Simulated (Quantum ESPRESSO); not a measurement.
Runs of Quantum ESPRESSO 7.5 on TePb. Symmetry: Fm-3m, No. 225, cubic system. The conventional cell has a = 6.462 Å, b = 6.462 Å, c = 6.462 Å, α = 90.00°, β = 90.00°, γ = 90.00°. Pb (site symmetry m-3m) is surrounded by 6 Te at 3.23 Å. Te (site symmetry m-3m) has 6 Pb at 3.23 Å as nearest neighbours. 

```csv
level,potentials or basis,cell,cutoff (eV),form of the LDA,gap on the mesh (eV)
LDA,PseudoDojo 0.4.1 SR LDA stringent,as given,1170,PW92,(a)
PBE,PseudoDojo 0.4.1 SR PBE standard,as given,1088,-,0.74
PBE,Ansatz NC SR PBE,as given,1116,-,0.73
PBEsol,PseudoDojo 0.4.1 SR PBEsol standard,volume scaled by 0.88,1088,-,0.35
PBE,SG15 PBE 1.2,as given,952,-,0.73
```

Alike in all rows: task single point; no spin polarisation; k mesh 4 × 4 × 4; smearing fixed; the mesh is coarse, so values aren't converged.

Fill in the values left out.

(a) 0.65.

Caveats: all runs use coarse meshes; spin-orbit coupling is left out, which as a rule narrows the gap of such compounds by several tenths of an eV.

A k mesh can miss the band edges, and the runs leave out spin-orbit coupling on Pb, Te.

The runs don't all hold the same shells in valence.
